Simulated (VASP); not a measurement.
InSe under changes of volume

One of the cells (27.845 Å³/atom); the others are scaled copies at fixed shape and fractional positions:

```xyz
4
Lattice="1.9875 1.1475 8.1399 -1.9875 1.1475 8.1399 0.0000 -2.2949 8.1399" Properties=species:S:1:pos:R:3 pbc="T T T"
In    0.0000    0.0000   21.6868
In    0.0000    0.0000    0.0130
Se    0.0000    0.0000    4.1376
Se    0.0000    0.0000    9.4245
```

- Program: VASP 6.6.1
- Functional: LDA
- Potentials or basis: VASP PAW LDA potentials, release 64 (In_d, Se)
- Cutoff: 520 eV
- k mesh: 8 × 8 × 8
- Occupations: gaussian, width 0.02 eV
- Spin: no spin polarisation

```tsv
volume (Å³/atom)	energy over the lowest point (meV/atom)	pressure (GPa)	gap on the mesh (eV)	largest force (eV/Å)
26.732	?	?	?	?
27.289	2.12	1.2	0.26	0.151
27.845	0.00	0.0	0.21	0.004
28.402	1.83	-1.1	0.16	0.147
28.959	7.18	-2.0	0.12	0.280
```

Question: What does the run at 26.732 Å³/atom give?

Answer: Energy over the lowest point 8.66 meV/atom; pressure 2.5 GPa; gap on the mesh 0.32 eV; largest force 0.317 eV/Å.

Worked out: A Birch-Murnaghan fit of order 2 (a polynomial in V^(-2/3)) to the other rows has its minimum at 27.86 Å³/atom with B0 = V·E''(V) = 56 GPa at fixed shape and positions, which overstates the stiffness. It gives 8.56 meV/atom at 26.732 Å³/atom, against the run's 8.66, and -dE/dV = 2.5 GPa, against 2.5. A straight line through the other rows of the gap, of slope -2.37 eV per unit of ln V (its deformation potential), extrapolates to 0.31 eV, against the run's 0.32.

Energies are extrapolated to zero smearing.

Caveats: spin-orbit coupling is left out, which moves the levels of the heavy elements.

A mesh can miss the band edges.
